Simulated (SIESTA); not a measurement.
InAs:

```
In As
1.0
     0.00000    3.01800    3.01800
     3.01800    0.00000    3.01800
     3.01800    3.01800    0.00000
In As
1 1
Direct
  0.00000 0.00000 0.00000
  0.75000 0.75000 0.75000
```

Base run:

| Item | Value |
| --- | --- |
| Program | SIESTA 5.4.2 |
| Functional | PBE |
| Potentials or basis | PseudoDojo 0.4 standard (PBE files) |
| Basis | TZDP (energy shift 0.002 Ry; radii capped at 9.5 bohr) |
| Grid cutoff | 500 Ry |
| Energy shift | 0.002 Ry |
| k mesh | 8 × 8 × 8 |
| Occupations | fermi-dirac, width 0.05 eV |
| Spin | no spin polarisation |

Its results: band gap on the k mesh none (metal or under the smearing width); pressure 5.4 GPa.

Task: The run is repeated on the same cell with these changes: basis from TZDP (energy shift 0.002 Ry; radii capped at 9.5 bohr) to TZDP (energy shift 0.01 Ry); energy shift from 0.002 Ry to 0.01 Ry. What comes out?

Result: Band gap on the k mesh none (metal or under the smearing width); pressure 4.1 GPa.

Caveats: semicore shells carry a single zeta, which can move pressures by several GPa and volumes by a few percent; spin-orbit coupling is left out, which moves the levels of the heavy elements; the basis of atomic orbitals isn't converged, which shifts pressures, moduli and gaps.
